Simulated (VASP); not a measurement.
Pd: equation of state with PBEsol

The system is Pd.

```xyz
2
Lattice="2.7837 0.0000 0.0000 -1.3918 2.4107 0.0000 0.0000 0.0000 4.6289" Properties=species:S:1:pos:R:3 pbc="T T T"
Pd    0.0000    1.6071    1.1572
Pd    1.3918    0.8036    3.4717
```

This isn't the form of Pd at room conditions, which is fcc.

* Program: VASP 6.6.1
* Task: equation of state
* Functional: PBEsol
* Potentials or basis: VASP PAW PBE potentials, release 64 (Pd)
* Cutoff: 520 eV
* k mesh: 11 × 11 × 6
* Occupations: fermi-dirac, width 0.05 eV
* Spin: no spin polarisation
* Ladder: free
* Further INCAR settings: ALGO = Normal; EDIFF = 1e-07; NBANDS = 17

```yaml
Equilibrium_volume: "14.60 Å³/atom (rough: see the caveat)"
Bulk_modulus_at_fixed_shape_and_positions: 202 GPa (rough)
```

Energy against volume, from the lowest point:
```tsv
volume (Å³/atom)	energy (meV/atom)
14.600	0.00
14.910	3.87
15.221	15.00
15.531	32.46
15.842	55.39
16.153	83.06
16.463	114.79
```

All runs of the series together: 2.3 min on 1 thread of Intel(R) Xeon(R) Platinum 8259CL CPU @ 2.50GHz (Skylake/Cascade Lake), with other jobs on the host.

Caveat: the minimum lies outside the volumes run; the cell was scaled at fixed shape and fractional positions, which overstates the stiffness of a crystal with free parameters, most of all of layers and chains; the PAW data sets were made with another functional, which shifts forces and pressure a little.
